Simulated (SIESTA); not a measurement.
Crystal: GaAs.

```
As Ga
1.0
     0.00000    2.82685    2.82685
     2.82685    0.00000    2.82685
     2.82685    2.82685    0.00000
As Ga
1 1
Cartesian
  4.2403 4.2403 4.2403
  0.0000 0.0000 0.0000
```

Base run:

| Quantity | Value |
| --- | --- |
| Program | SIESTA 5.4.2 |
| Functional | PBE |
| Potentials or basis | PseudoDojo 0.4 standard (PBE files) |
| Basis | DZ (energy shift 0.003 Ry; two zetas on semicore shells) |
| Grid cutoff | 800 Ry |
| Energy shift | 0.003 Ry |
| k mesh | 8 × 8 × 8 |
| Occupations | fermi-dirac, width 0.05 eV |
| Spin | no spin polarisation |

Its results: band gap on the k mesh 0.63 eV, direct; pressure 3.7 GPa.

After a change of settings the same cell gave: band gap on the k mesh 0.84 eV, direct; pressure 6.6 GPa. Which change was it?
A. functional from PBE to RPBE; basis from DZ (energy shift 0.003 Ry; two zetas on semicore shells) to DZP (energy shift 0.003 Ry; two zetas on semicore shells)
B. potentials or basis from PseudoDojo 0.4 standard (PBE files) to SG15 1.2 (PBE files) or PseudoDojo by element; basis from DZ (energy shift 0.003 Ry; two zetas on semicore shells) to DZP (energy shift 0.003 Ry; two zetas on semicore shells); valence electrons from 28 to 18
C. basis from DZ (energy shift 0.003 Ry; two zetas on semicore shells) to TZDP (energy shift 0.003 Ry; two zetas on semicore shells)
D. basis from DZ (energy shift 0.003 Ry; two zetas on semicore shells) to TZP (energy shift 0.01 Ry); energy shift from 0.003 Ry to 0.01 Ry

A.

Caveats: the basis of atomic orbitals isn't converged, which shifts pressures, moduli and gaps; the basis has no polarisation orbitals (some runs); the potentials were made for another functional, which shifts forces and pressure (some runs).
